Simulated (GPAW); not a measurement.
Runs of GPAW 26.7.0 on PbSe (Clausthalite). It takes space group Fm-3m (No. 225, cubic). Conventional cell: a = 6.121 Å, b = 6.121 Å, c = 6.121 Å, α = 90.00°, β = 90.00°, γ = 90.00°. Pb (site symmetry m-3m) has 6 Se at 3.06 Å as nearest neighbours. Around Se (site symmetry m-3m) lie 6 Pb at 3.06 Å. 

```csv
task,level,potentials or basis,cell,k mesh,cutoff (eV),smearing,maxiter,convergence,displacement,relaxed first,eigensolver,other keys,mesh quality,gap on the mesh (eV),pressure (GPa)
Born charges,PBEsol+D4,"PAW data sets generated in the run's folder for this functional, pw",atoms relaxed,4 × 4 × 4,510,fermi-dirac 0.01 eV,150,density=1e-06 eigenstates=1e-09,0.02,ions,-,-,coarse,0.16,-2.1
single point,PBE,"GPAW PAW data sets (gpaw-data 1.2.1), pw",as given,8 × 8 × 8,600,gaussian 0.05 eV,150,-,-,-,-,-,not flagged,0.24,2.2
single point,PBEsol,"PAW data sets generated in the run's folder for this functional, pw",as given,8 × 8 × 8,600,gaussian 0.05 eV,150,-,-,-,-,-,not flagged,(a),(b)
single point,PBE,"GPAW PAW data sets (gpaw-data 1.2.1), pw",as given,8 × 8 × 8,600,gaussian 0.1 eV,150,-,-,-,-,-,not flagged,0.24,2.2
single point,PBE,"GPAW PAW data sets (gpaw-data 1.2.1), pw",as given,8 × 8 × 8,600,gaussian 0.03 eV,150,-,-,-,-,-,not flagged,0.24,2.2
single point,PBE,"GPAW PAW data sets (gpaw-data 1.2.1), pw",as given,8 × 8 × 8,600,gaussian 0.029 eV,150,-,-,-,-,-,not flagged,0.24,2.2
relaxation of cell and atoms,BLYP+D3(BJ),"PAW data sets generated in the run's folder for this functional, pw",relaxed to -2 GPa,8 × 8 × 8,600,fermi-dirac 0.05 eV,150,density=1e-05 forces=0.0001,-,-,davidson,-,not flagged,0.56,-2.0
Born charges,LDA,"PAW data sets generated in the run's folder for this functional, pw",relaxed,5 × 5 × 5,510,fermi-dirac 0.01 eV,100,density=1e-06 eigenstates=1e-09,0.02,cell,-,"several, not listed",coarse,-,0.0
electron localisation function,LDA,"PAW data sets generated in the run's folder for this functional, pw",as given,5 × 5 × 5,510,fermi-dirac 0.01 eV,150,-,-,-,-,-,coarse,-,-2.6
```

Alike in all rows: no spin polarisation.

Estimate the missing entries.

(a) 0.15; (b) -0.7.

Caveats: some runs use coarse meshes; spin-orbit coupling is left out, which as a rule narrows the gap of such compounds by several tenths of an eV (some runs); the cutoff is short for stress and forces, so pressures can be off by a GPa or more (some runs); the LO-TO splitting is left out (some runs); some modes are imaginary (some runs); later steps reuse the first step's grids (some runs).

A k mesh can miss the band edges, and the runs leave out spin-orbit coupling on Pb, Se.
